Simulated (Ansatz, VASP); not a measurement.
Ge: VASP beside Ansatz

```xyz
3
Lattice="4.8009 0.0000 0.0000 -2.4005 4.1577 0.0000 0.0000 0.0000 2.7278" Properties=species:S:1:pos:R:3 pbc="T T T"
Ge   -2.4005    4.1577    0.0000
Ge    0.0000    2.7718    1.3639
Ge    2.4005    1.3859    1.3639
```

Alike in both runs: task single point; functional revPBE; k mesh 8 × 8 × 13; occupations fermi-dirac, width 0.1 eV; no spin polarisation.

```csv
,VASP,Ansatz
version,VASP 6.6.1,Ansatz 0.2.0
potentials or method,"VASP PAW PBE potentials, release 64 (Ge_d)","plane waves (420 eV) with PAW, scalar-relativistic"
plane-wave cutoff (eV),520,420
valence electrons in the cell,42,42
```

Ansatz gave:

- pressure (GPa): 6.2
- largest component of the traceless stress (GPa): 1.04

Problem. What did VASP give for the same quantities?

Solution. Pressure (GPa): 6.2; largest component of the traceless stress (GPa): 1.05.

The functional is the same, so the differences come from potentials, cutoffs and numerics.

Caveats: the PAW data sets were made with another functional, which shifts forces and pressure a little (VASP).
